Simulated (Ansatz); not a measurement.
SnO2:

```
Sn O
1.0
     5.17526    0.00000    0.00000
     0.00000    5.17526    0.00000
     0.00000    0.00000    5.17526
Sn O
4 8
Cartesian
  0.0000 0.0000 0.0000
  2.5876 0.0000 2.5876
  2.5876 2.5876 0.0000
  0.0000 2.5876 2.5876
  3.4214 4.3415 0.8337
  4.3415 0.8337 3.4214
  0.8337 3.4214 4.3415
  1.7539 1.7539 1.7539
  3.4214 3.4214 3.4214
  4.3415 1.7539 0.8337
  0.8337 4.3415 1.7539
  1.7539 0.8337 4.3415
```

Measurements of this composition are mostly on another form, of space group No. 136.

```yaml
Program: Ansatz 0.2.0
Task: relaxation of cell and atoms
Functional: revPBE
Dispersion: D3(BJ)
Potentials_or_basis: Ansatz PAW
Cutoff: "420 eV (not typed: the program's choice for these potentials)"
k_mesh: 5 × 5 × 5
Occupations: fermi-dirac, width 0.05 eV
Spin: no spin polarisation
```

At the start: volume 11.55 Å³/atom.

Task: Where does the relaxation end?

Result: It ends after 6 steps and the volume is 11.32 Å³/atom (-2.0 %); space group Pa-3 (No. 205, to 0.05 Å).

The path:
```csv
step,energy change (eV),largest force (eV/Å),volume (Å³)
1,0.0000,0.0260,138.61
2,-0.0477,0.0037,135.85
3,-0.0473,0.0003,135.92
4,-0.0346,0.0003,135.92
5,-0.0351,0.0000,135.83
6,-0.0340,0.0000,135.83
```

Final structure:
```xyz
12
Lattice="5.1405 0.0000 0.0000 0.0000 5.1405 0.0000 0.0000 0.0000 5.1405" Properties=species:S:1:pos:R:3 pbc="T T T"
Sn    0.0000    0.0000    0.0000
Sn    2.5702    0.0000    2.5702
Sn    2.5702    2.5702    0.0000
Sn    0.0000    2.5702    2.5702
O     3.3905    4.3202    0.8203
O     4.3202    0.8203    3.3905
O     0.8203    3.3905    4.3202
O     1.7500    1.7500    1.7500
O     3.3905    3.3905    3.3905
O     4.3202    1.7500    0.8203
O     0.8203    4.3202    1.7500
O     1.7500    0.8203    4.3202
```

Caveat: the plane-wave basis is chosen anew once the cell has moved, so the energies of steps on either side of that aren't comparable; the pressure holds a Pulay correction of +0.8 GPa for the finite cutoff; the PAW data sets come from PBE, with cores solved anew for the run's functional, which leaves a small shift of forces and pressure.
